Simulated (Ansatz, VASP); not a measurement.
## Two plane-wave programs on BN

Contents of INCAR:

```
SYSTEM = BN
  PREC = Accurate
  ENCUT = 520
  EDIFF = 1E-6
  ISMEAR = 0
  SIGMA = 0.05
  LREAL = .FALSE.
  LASPH = .TRUE.
  NELM = 60
  ALGO = Normal
  ISIF = 2
  LWAVE = .FALSE.
  LCHARG = .FALSE.
  GGA = PS
  NBANDS = 16
```

The input KPOINTS:

```
Automatic mesh
0
G
  12 12 4
  0 0 0
```

POSCAR

```
BN
1.0
    2.2946354925      0.0000000000      0.0000000000
   -1.1473177463      1.9872126289      0.0000000000
    0.0000000000      0.0000000000      8.3607145677
B N
2 2
Direct
    0.3333333333      0.6666666667      0.2500000000
    0.6666666667      0.3333333333      0.7500000000
    0.3333333333      0.6666666667      0.7500000000
    0.6666666667      0.3333333333      0.2500000000
```

Input for Ansatz:

```yaml
crystal:
  lattice:
    - [2.2946354925, 0.0, 0.0]
    - [-1.1473177463, 1.9872126289, 0.0]
    - [0.0, 0.0, 8.3607145677]
  atoms:
    - { symbol: B, position: [0.3333333333, 0.6666666667, 0.25] }
    - { symbol: B, position: [0.6666666667, 0.3333333333, 0.75] }
    - { symbol: "N", position: [0.3333333333, 0.6666666667, 0.75] }
    - { symbol: "N", position: [0.6666666667, 0.3333333333, 0.25] }
basis:
  ecutwfc: 420
kpoints:
  mp_grid: { grid: [12, 12, 4] }
hamiltonian:
  xc: pbesol
scf:
  occupations: { method: gaussian, width: 0.05 }
output:
  forces: true
  stress: true
  eigenvalues: true
```

Alike in both runs: task single point; functional PBEsol; k mesh 12 × 12 × 4; occupations gaussian, width 0.05 eV; no spin polarisation.

|  | VASP | Ansatz |
| --- | --- | --- |
| version | VASP 6.6.1 | Ansatz 0.2.0 |
| potentials or method | VASP PAW PBE potentials, release 64 (B, N) | scalar-relativistic, plane waves, PAW |
| plane-wave cutoff (eV) | 520 | 420 |
| valence electrons in the cell | 16 | 16 |

Ansatz gave:

```
gap on the k mesh at the Fermi level (eV) : 3.99
least direct gap on the mesh (eV)         : 4.91
```

Problem. Estimate VASP's values.

Solution. gap on the k mesh at the Fermi level (eV): 3.98; least direct gap on the mesh (eV): 4.89.

 A k mesh can miss the band edges.
